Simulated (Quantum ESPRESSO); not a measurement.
# WC (Qusongite) (P-6m2) in Quantum ESPRESSO: notebook

One crystal, WC (Qusongite), is run at these levels: PBEsol, PBE; tasks: phonons, energy-loss spectrum.

All numbers are computed with Quantum ESPRESSO 7.5; they aren't measurements. Logs are shortened: lines on timing, memory, paths and dates and some standing lists are left out, and cuts for length are marked.

### Step 1. The structure

Symmetry: P-6m2, No. 187, hexagonal system. Conventional cell: a = 2.907 Å, b = 2.907 Å, c = 2.837 Å, α = 90.00°, β = 90.00°, γ = 120.00°. Around W (site symmetry -6m2) lie 6 C at 2.20 Å. C (site symmetry -6m2) has 6 W at 2.20 Å as nearest neighbours.

### Step 2. Phonons, PBEsol

The input, pw.in:

```
&CONTROL
  calculation = 'scf'
  prefix = 'pwscf'
  outdir = './tmp'
  pseudo_dir = './pseudo'
  tprnfor = .true.
  tstress = .true.
  disk_io = 'low'
/
&SYSTEM
  ibrav = 0
  celldm(1) = 8
  nat = 2
  ntyp = 2
  ecutwfc = 34
  ecutrho = 269
  nbnd = 15
  input_dft = 'pbesol'
  occupations = 'smearing'
  smearing = 'mp'
  degauss = 0.01469973
/
&ELECTRONS
  conv_thr = 4d-10
  electron_maxstep = 120
  mixing_beta = 0.5
  startingwfc = 'random'
/
ATOMIC_SPECIES
W    183.8400 w_pbe_v1.2.uspp.F.UPF
C     12.0110 c_pbe_v1.2.uspp.F.UPF
CELL_PARAMETERS alat
  0.6865611226531   0.0000000000000   0.0000000000000
 -0.3432805613266   0.5945793734685   0.0000000000000
  0.0000000000000   0.0000000000000   0.6700496406392
ATOMIC_POSITIONS crystal
W      0.0000000000    0.0000000000    0.0000000000
C      0.6666666667    0.3333333333    0.5000000000
K_POINTS automatic
10 10 9 0 0 0
```

The input, relax.in:

```
&CONTROL
  calculation = 'vc-relax'
  prefix = 'pwscf'
  outdir = './tmp'
  pseudo_dir = './pseudo'
  tprnfor = .true.
  tstress = .true.
  disk_io = 'low'
  nstep = 40
  forc_conv_thr = 0.0001
  etot_conv_thr = 1d-06
/
&SYSTEM
  ibrav = 0
  celldm(1) = 8
  nat = 2
  ntyp = 2
  ecutwfc = 34
  ecutrho = 269
  nbnd = 15
  input_dft = 'pbesol'
  occupations = 'smearing'
  smearing = 'mp'
  degauss = 0.01469973
/
&ELECTRONS
  conv_thr = 4d-10
  electron_maxstep = 120
  mixing_beta = 0.5
  startingwfc = 'random'
/
&IONS
  ion_dynamics = 'bfgs'
/
&CELL
  cell_dynamics = 'bfgs'
  press = 0
  press_conv_thr = 0.2
/
ATOMIC_SPECIES
W    183.8400 w_pbe_v1.2.uspp.F.UPF
C     12.0110 c_pbe_v1.2.uspp.F.UPF
CELL_PARAMETERS alat
  0.6865611226531   0.0000000000000   0.0000000000000
 -0.3432805613266   0.5945793734685   0.0000000000000
  0.0000000000000   0.0000000000000   0.6700496406392
ATOMIC_POSITIONS crystal
W      0.0000000000    0.0000000000    0.0000000000
C      0.6666666667    0.3333333333    0.5000000000
K_POINTS automatic
10 10 9 0 0 0
```

The input, scf2.in:

```
&CONTROL
  calculation = 'scf'
  prefix = 'pwscf'
  outdir = './tmp'
  pseudo_dir = './pseudo'
  tprnfor = .true.
  tstress = .true.
  disk_io = 'low'
/
&SYSTEM
  ibrav = 0
  celldm(1) = 8
  nat = 2
  ntyp = 2
  ecutwfc = 34
  ecutrho = 269
  nbnd = 15
  input_dft = 'pbesol'
  occupations = 'smearing'
  smearing = 'mp'
  degauss = 0.01469973
/
&ELECTRONS
  conv_thr = 1d-13
  electron_maxstep = 120
  mixing_beta = 0.5
  startingwfc = 'file'
  startingpot = 'file'
/
ATOMIC_SPECIES
W    183.8400 w_pbe_v1.2.uspp.F.UPF
C     12.0110 c_pbe_v1.2.uspp.F.UPF
CELL_PARAMETERS alat
  0.6844878871167  -0.0000000000000   0.0000000000000
 -0.3422439435584   0.5927838988258   0.0000000000000
  0.0000000000000   0.0000000000000   0.6678958208950
ATOMIC_POSITIONS crystal
W      0.0000000000    0.0000000000    0.0000000000
C      0.6666666667    0.3333333333    0.5000000000
K_POINTS automatic
10 10 9 0 0 0
```

The input, ph.in:

```
phonons of WC
&INPUTPH
  prefix = 'pwscf'
  outdir = './tmp'
  tr2_ph = 1d-18
  fildyn = 'dyn'
  niter_ph = 90
  alpha_mix(1) = 0.4
/
0.0000000000 0.0000000000 0.0000000000
```

The input, dynmat.in:

```
&INPUT
  fildyn = 'dyn'
  asr = 'crystal'
  filout = 'dynmat.disp'
  fileig = 'dynmat.eig'
/
```

The input, relax_v0.99.in:

```
&CONTROL
  calculation = 'relax'
  prefix = 'pwscf'
  outdir = './tmp'
  pseudo_dir = './pseudo'
  tprnfor = .true.
  tstress = .true.
  disk_io = 'low'
  nstep = 30
  forc_conv_thr = 0.0001
  etot_conv_thr = 1d-06
/
&SYSTEM
  ibrav = 0
  celldm(1) = 8
  nat = 2
  ntyp = 2
  ecutwfc = 34
  ecutrho = 269
  nbnd = 15
  input_dft = 'pbesol'
  occupations = 'smearing'
  smearing = 'mp'
  degauss = 0.01469973
/
&ELECTRONS
  conv_thr = 1d-13
  electron_maxstep = 120
  mixing_beta = 0.5
  startingwfc = 'random'
/
&IONS
  ion_dynamics = 'bfgs'
/
ATOMIC_SPECIES
W    183.8400 w_pbe_v1.2.uspp.F.UPF
C     12.0110 c_pbe_v1.2.uspp.F.UPF
CELL_PARAMETERS alat
  0.6821986128644  -0.0000000000000   0.0000000000000
 -0.3410993064440   0.5908013291597   0.0000000000000
  0.0000000000000   0.0000000000000   0.6656620389253
ATOMIC_POSITIONS crystal
W      0.0000000000    0.0000000000    0.0000000000
C      0.6666666667    0.3333333333    0.5000000000
K_POINTS automatic
10 10 9 0 0 0
```

The input, ph_v0.99.in:

```
phonons at 0.99 of the volume
&INPUTPH
  prefix = 'pwscf'
  outdir = './tmp'
  tr2_ph = 1d-18
  fildyn = 'dyn_v0.99'
  niter_ph = 90
  alpha_mix(1) = 0.4
/
0.0000000000 0.0000000000 0.0000000000
```

The input, relax_v1.01.in:

```
&CONTROL
  calculation = 'relax'
  prefix = 'pwscf'
  outdir = './tmp'
  pseudo_dir = './pseudo'
  tprnfor = .true.
  tstress = .true.
  disk_io = 'low'
  nstep = 30
  forc_conv_thr = 0.0001
  etot_conv_thr = 1d-06
/
&SYSTEM
  ibrav = 0
  celldm(1) = 8
  nat = 2
  ntyp = 2
  ecutwfc = 34
  ecutrho = 269
  nbnd = 15
  input_dft = 'pbesol'
  occupations = 'smearing'
  smearing = 'mp'
  degauss = 0.01469973
/
&ELECTRONS
  conv_thr = 1d-13
  electron_maxstep = 120
  mixing_beta = 0.5
  startingwfc = 'random'
/
&IONS
  ion_dynamics = 'bfgs'
/
ATOMIC_SPECIES
W    183.8400 w_pbe_v1.2.uspp.F.UPF
C     12.0110 c_pbe_v1.2.uspp.F.UPF
CELL_PARAMETERS alat
  0.6867619499664  -0.0000000000000   0.0000000000000
 -0.3433809749714   0.5947532950265   0.0000000000000
  0.0000000000000   0.0000000000000   0.6701147601999
ATOMIC_POSITIONS crystal
W      0.0000000000    0.0000000000    0.0000000000
C      0.6666666667    0.3333333333    0.5000000000
K_POINTS automatic
10 10 9 0 0 0
```

The input, ph_v1.01.in:

```
phonons at 1.01 of the volume
&INPUTPH
  prefix = 'pwscf'
  outdir = './tmp'
  tr2_ph = 1d-18
  fildyn = 'dyn_v1.01'
  niter_ph = 90
  alpha_mix(1) = 0.4
/
0.0000000000 0.0000000000 0.0000000000
```

Potentials or basis: GBRV 1.5 PBE.

Run with:

```
> OMP_NUM_THREADS=1 pw.x -in pw.in > pw.out
> OMP_NUM_THREADS=1 pw.x -in relax.in > relax.out
> OMP_NUM_THREADS=1 pw.x -in scf2.in > scf2.out
> OMP_NUM_THREADS=1 ph.x -in ph.in > ph.out
> OMP_NUM_THREADS=1 dynmat.x -in dynmat.in > dynmat.out
> OMP_NUM_THREADS=1 pw.x -in relax_v0.99.in > relax_v0.99.out
> OMP_NUM_THREADS=1 ph.x -in ph_v0.99.in > ph_v0.99.out
> OMP_NUM_THREADS=1 pw.x -in relax_v1.01.in > relax_v1.01.out
> OMP_NUM_THREADS=1 ph.x -in ph_v1.01.in > ph_v1.01.out
```

pw.out:

```text
This program is part of the open-source Quantum ESPRESSO suite
     for quantum simulation of materials; please cite
         "P. Giannozzi et al., J. Phys.:Condens. Matter 21 395502 (2009);
         "P. Giannozzi et al., J. Phys.:Condens. Matter 29 465901 (2017);
         "P. Giannozzi et al., J. Chem. Phys. 152 154105 (2020);
     in publications or presentations arising from this work. More details at

     IMPORTANT: XC functional enforced from input :
     Exchange-correlation= PBESOL
                           (   1   4  10   8   0   0   0)
     Any further DFT definition will be discarded
     Please, verify this is what you really want

     Message from routine setup:
     using ibrav=0 with symmetry is DISCOURAGED, use correct ibrav instead

     G-vector sticks info
     --------------------
     sticks:   dense  smooth     PW     G-vecs:    dense   smooth      PW
     Sum         559     283     91                10449     3769     701

     Using Slab Decomposition

     bravais-lattice index     =            0
     lattice parameter (alat)  =       8.0000  a.u.
     unit-cell volume          =     140.0445 (a.u.)^3
     number of atoms/cell      =            2
     number of atomic types    =            2
     number of electrons       =        18.00
     number of Kohn-Sham states=           15
     kinetic-energy cutoff     =      34.0000  Ry
     charge density cutoff     =     269.0000  Ry
     scf convergence threshold =      4.0E-10
     mixing beta               =       0.5000
     number of iterations used =            8  plain     mixing
     Exchange-correlation= PBESOL
                           (   1   4  10   8   0   0   0)

     celldm(1)=   8.000000  celldm(2)=   0.000000  celldm(3)=   0.000000
     celldm(4)=   0.000000  celldm(5)=   0.000000  celldm(6)=   0.000000

     crystal axes: (cart. coord. in units of alat)
               a(1) = (   0.686561   0.000000   0.000000 )
               a(2) = (  -0.343281   0.594579   0.000000 )
               a(3) = (   0.000000   0.000000   0.670050 )

     reciprocal axes: (cart. coord. in units 2 pi/alat)
               b(1) = (  1.456535  0.840931 -0.000000 )
               b(2) = (  0.000000  1.681861  0.000000 )
               b(3) = (  0.000000 -0.000000  1.492427 )

     PseudoPot. # 1 for W  read from file:
     w_pbe_v1.2.uspp.F.UPF
     Pseudo is Ultrasoft + core correction, Zval = 14.0
     Generated by new atomic code, or converted to UPF format
     Using radial grid of  923 points,  8 beta functions with:
                l(1) =   0
                l(2) =   0
                l(3) =   0
                l(4) =   1
                l(5) =   1
                l(6) =   2
                l(7) =   2
                l(8) =   3
     Q(r) pseudized with  6 coefficients,  rinner =    1.350   1.350   1.350
                                                       1.350   1.350   1.350
                                                       1.350

     PseudoPot. # 2 for C  read from file:
     c_pbe_v1.2.uspp.F.UPF
     Pseudo is Ultrasoft + core correction, Zval =  4.0
     Generated by new atomic code, or converted to UPF format
     Using radial grid of  721 points,  4 beta functions with:
                l(1) =   0
                l(2) =   0
                l(3) =   1
                l(4) =   1
     Q(r) pseudized with  8 coefficients,  rinner =    1.100   1.100   1.100

     atomic species   valence    mass     pseudopotential
     W                14.00   183.84000     W ( 1.00)
     C                 4.00    12.01100     C ( 1.00)

     12 Sym. Ops. (no inversion) found

   Cartesian axes

     site n.     atom                  positions (alat units)
         1        W      tau(   1) = (   0.0000000   0.0000000   0.0000000  )
         2        C      tau(   2) = (   0.3432806   0.1981931   0.3350248  )

     number of k points=    70  Methfessel-Paxton smearing, width (Ry)=  0.0147
                       cart. coord. in units 2pi/alat
        k(    1) = (   0.0000000   0.0000000   0.0000000), wk =   0.0022222
        k(    2) = (   0.0000000   0.0000000   0.1658252), wk =   0.0044444
        k(    3) = (   0.0000000   0.0000000   0.3316504), wk =   0.0044444
        k(    4) = (   0.0000000   0.0000000   0.4974756), wk =   0.0044444
        k(    5) = (   0.0000000   0.0000000   0.6633008), wk =   0.0044444
        k(    6) = (   0.0000000   0.1681861   0.0000000), wk =   0.0133333
[... 62 lines left out ...]
        k(   69) = (   0.4369604   0.7568376   0.4974756), wk =   0.0266667
        k(   70) = (   0.4369604   0.7568376   0.6633008), wk =   0.0266667

     Dense  grid:    10449 G-vectors     FFT dimensions: (  30,  30,  27)

     Smooth grid:     3769 G-vectors     FFT dimensions: (  24,  24,  20)

     Initial potential from superposition of free atoms

     starting charge      17.8996, renormalised to      18.0000

     negative rho (up, down):  6.196E-02 0.000E+00
     Starting wfcs are random

     Self-consistent Calculation

     iteration #  1     ecut=    34.00 Ry     beta= 0.50
     Davidson diagonalization with overlap
     ethr =  1.00E-02,  avg # of iterations =  7.4

     negative rho (up, down):  6.298E-02 0.000E+00

     total energy              =    -170.15131074 Ry
     estimated scf accuracy    <       0.44731807 Ry

     iteration #  2     ecut=    34.00 Ry     beta= 0.50
     Davidson diagonalization with overlap
     ethr =  2.49E-03,  avg # of iterations =  2.1

     negative rho (up, down):  6.397E-02 0.000E+00

     total energy              =    -170.28243339 Ry
     estimated scf accuracy    <       0.22817601 Ry
[... 37 lines left out ...]
     iteration #  7     ecut=    34.00 Ry     beta= 0.50
     Davidson diagonalization with overlap
     ethr =  5.10E-10,  avg # of iterations =  2.8

     negative rho (up, down):  6.297E-02 0.000E+00

     total energy              =    -170.32595245 Ry
     estimated scf accuracy    <       0.00000002 Ry

     iteration #  8     ecut=    34.00 Ry     beta= 0.50
     Davidson diagonalization with overlap
     ethr =  9.80E-11,  avg # of iterations =  1.6

     negative rho (up, down):  6.297E-02 0.000E+00

     End of self-consistent calculation

          k = 0.0000 0.0000 0.0000 (   441 PWs)   bands (ev):

   -53.2621 -17.3221 -17.2131 -17.2131   6.0815  16.1904  17.1934  17.1934
    20.6575  23.7589  23.7589  26.1911  26.1911  26.9282  34.7877

          k = 0.0000 0.0000 0.1658 (   442 PWs)   bands (ev):

   -53.2573 -17.4162 -17.2047 -17.2047   6.3833  16.0254  17.3303  17.3303
    20.6447  22.8480  22.8480  26.6630  26.6630  27.1586  35.4577

          k = 0.0000 0.0000 0.3317 (   472 PWs)   bands (ev):

   -53.2455 -17.6479 -17.1869 -17.1869   7.2258  15.2228  17.7037  17.7037
    21.2006  21.4568  21.4568  26.6589  26.6589  27.7495  36.5331

          k = 0.0000 0.0000 0.4975 (   472 PWs)   bands (ev):

   -53.2315 -17.8994 -17.1638 -17.1638   8.4555  13.7751  18.1793  18.1793
    20.4215  20.4215  22.6174  25.8916  25.8916  28.6454  35.2850
[... 93 lines left out ...]
   -53.1923 -17.9212 -17.5201 -17.3573   9.3471  13.6320  16.4555  17.9354
    19.0477  23.6271  24.2837  26.9772  27.0522  31.8392  33.9075

          k = 0.0000 0.6727 0.4975 (   470 PWs)   bands (ev):

   -53.1787 -17.8838 -17.7536 -17.3303   9.4088  13.7147  16.6377  16.9584
    19.7538  23.9688  24.2913  27.3843  28.4007  31.4643  34.5263

          k = 0.0000 0.6727 0.6633 (   468 PWs)   bands (ev):

   -53.1698 -17.9025 -17.8579 -17.3126   9.3504  13.9956  16.4282  16.5787
    20.0114  24.1857  25.4293  27.0649  29.2365  31.5064  33.8998

          k = 0.0000-0.8409 0.0000 (   474 PWs)   bands (ev):

   -53.2034 -18.0421 -17.4088 -17.2122   9.4581  13.4863  16.9059  16.9345
    20.1031  22.8589  25.0760  25.4401  27.4117  30.1913  33.2979

          k = 0.0000-0.8409 0.1658 (   468 PWs)   bands (ev):

   -53.1986 -18.0283 -17.3991 -17.2962   9.5387  13.3988  16.2855  18.0681
    19.2093  23.6742  25.1086  25.3926  27.1489  30.8289  33.3625

          k = 0.0000-0.8409 0.3317 (   474 PWs)   bands (ev):

   -53.1868 -17.9946 -17.5072 -17.3753   9.6123  13.2816  16.3780  17.8644
    19.3034  24.3997  24.4530  26.6273  27.0870  31.5055  33.8598

          k = 0.0000-0.8409 0.4975 (   460 PWs)   bands (ev):

   -53.1730 -17.9543 -17.7379 -17.3468   9.4720  13.5234  16.5746  16.8241
    20.3094  24.4043  24.7956  27.2501  28.2900  31.2643  34.5435

          k = 0.0000-0.8409 0.6633 (   468 PWs)   bands (ev):

   -53.1643 -17.9290 -17.8857 -17.3296   9.2857  13.9717  16.2707  16.4103
    20.7871  24.9609  25.5238  27.2627  29.5583  30.7577  33.3289

          k = 0.1457 0.2523 0.0000 (   457 PWs)   bands (ev):

   -53.2465 -17.4393 -17.2940 -17.2730   6.8377  15.7913  16.9728  17.8731
    19.0758  23.4321  24.9083  25.6072  25.7048  28.8671  34.1424

          k = 0.1457 0.2523 0.1658 (   456 PWs)   bands (ev):

   -53.2417 -17.4320 -17.3823 -17.2645   7.1043  15.9480  16.7393  17.8690
    18.9890  22.4730  24.5070  25.9658  26.5689  29.1792  33.9327

          k = 0.1457 0.2523 0.3317 (   463 PWs)   bands (ev):

   -53.2296 -17.6119 -17.4042 -17.2430   7.8293  15.5296  16.5437  17.9659
    19.2576  21.3043  23.7603  26.3555  27.2527  29.8052  34.1362
[... 173 lines left out ...]
   -53.1804 -17.8246 -17.6626 -17.4919   9.9512  14.6085  15.6609  16.2142
    19.6584  23.4445  25.2018  25.9474  28.5985  32.8604  34.6706

          k = 0.4370 0.7568 0.4975 (   472 PWs)   bands (ev):

   -53.1669 -17.7889 -17.7215 -17.6297   9.7546  13.9256  15.3840  17.3924
    19.7227  24.3004  26.4423  27.4119  28.5148  31.0681  33.8837

          k = 0.4370 0.7568 0.6633 (   476 PWs)   bands (ev):

   -53.1582 -17.8675 -17.7652 -17.6088   9.6028  13.4873  15.0984  18.6595
    19.7927  24.9950  26.8737  27.6679  29.9539  30.1185  32.4492

     the Fermi energy is    20.5068 ev

!    total energy              =    -170.32595245 Ry
     estimated scf accuracy    <          2.1E-10 Ry
     smearing contrib. (-TS)   =       0.00004462 Ry
     internal energy E=F+TS    =    -170.32599707 Ry

     The total energy is F=E-TS. E is the sum of the following terms:
     one-electron contribution =     -10.72198257 Ry
     hartree contribution      =      17.02236485 Ry
     xc contribution           =     -44.60373070 Ry
     ewald contribution        =    -132.02264866 Ry

     convergence has been achieved in   8 iterations

     negative rho (up, down):  6.297E-02 0.000E+00

     Forces acting on atoms (cartesian axes, Ry/au):

     atom    1 type  1   force =    -0.00000000   -0.00000000    0.00000000
     atom    2 type  2   force =     0.00000000    0.00000000    0.00000000

     Total force =     0.000000     Total SCF correction =     0.000000

     Computing stress (Cartesian axis) and pressure

     negative rho (up, down):  6.297E-02 0.000E+00
          total   stress  (Ry/bohr**3)                   (kbar)     P=      -37.21
  -0.00023557  -0.00000000   0.00000000          -34.65       -0.00        0.00
  -0.00000000  -0.00023557   0.00000000           -0.00      -34.65        0.00
   0.00000000  -0.00000000  -0.00028766            0.00       -0.00      -42.32

=------------------------------------------------------------------------------=
   JOB DONE.
=------------------------------------------------------------------------------=
```

Wall time 6.4 min (1 thread of AMD EPYC 7R43 (Zen 3), shared host); peak memory 0.13 GiB.

These settings aren't checked as converged (typed here: ecut_scale = 0.6; startingwfc = random): the numbers below hold their error.

What came out:

* Free energy: -2317.4018 eV
* Relaxed volume: 10.28 Å³/atom
* Relaxed cell: a = 2.898 Å, b = 2.898 Å, c = 2.827 Å, α = 90.00°, β = 90.00°, γ = 120.00°
* Space group after relaxing (to 0.05 Å): P-6m2 (No. 187)
* Pressure after relaxing: 0.1 GPa
* Band gap on the k mesh: none (metal or under the smearing width)
* Highest phonon frequency at Γ: 632 cm⁻¹

Caveat: the mesh is thin for the phonons of a metal; the potentials were made for another functional, which shifts forces and pressure; the cutoff lies well under what these potentials need, so the values aren't converged.

(Part 1 of 2 ends here.)
